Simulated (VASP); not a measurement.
AlN:

```xyz
4
Lattice="3.1130 0.0000 0.0000 -1.5565 2.6959 0.0000 0.0000 0.0000 4.9810" Properties=species:S:1:pos:R:3 pbc="T T T"
Al    0.0000    1.7973    0.0000
Al    1.5565    0.8986    2.4905
N     0.0000    1.7973    1.8928
N     1.5565    0.8986    4.3833
```

```yaml
Program: VASP 6.6.1
Task: relaxation of cell and atoms
Functional: PBE
Potentials_or_basis: VASP PAW PBE potentials, release 64 (Al, N)
Cutoff: 600 eV
k_mesh: 12 × 12 × 6
Occupations: gaussian, width 0.03 eV
Spin: no spin polarisation
```

At the start: pressure 3.3 GPa; volume 10.45 Å³/atom.

**Question.** How do energy, volume and symmetry change on relaxing?

**Answer.** Over 3 steps the energy falls by 2.1 meV/atom and the volume is 10.62 Å³/atom (+1.7 %); space group P6_3mc (No. 186, to 0.05 Å).

The path:
```csv
step,energy change (eV),largest force (eV/Å),pressure (GPa),volume (Å³)
1,0.0000,0.1289,3.35,41.80
2,-0.0017,0.0910,-2.80,43.14
3,-0.0083,0.0042,0.02,42.50
```

Final structure:
```
Al N
1.0
     3.12734    0.00000    0.00000
    -1.56367    2.70836    0.00000
     0.00000    0.00000    5.01754
Al N
2 2
Cartesian
  0.0000 1.8056 5.0142
  1.5637 0.9028 2.5054
  0.0000 1.8056 1.9100
  1.5637 0.9028 4.4188
```
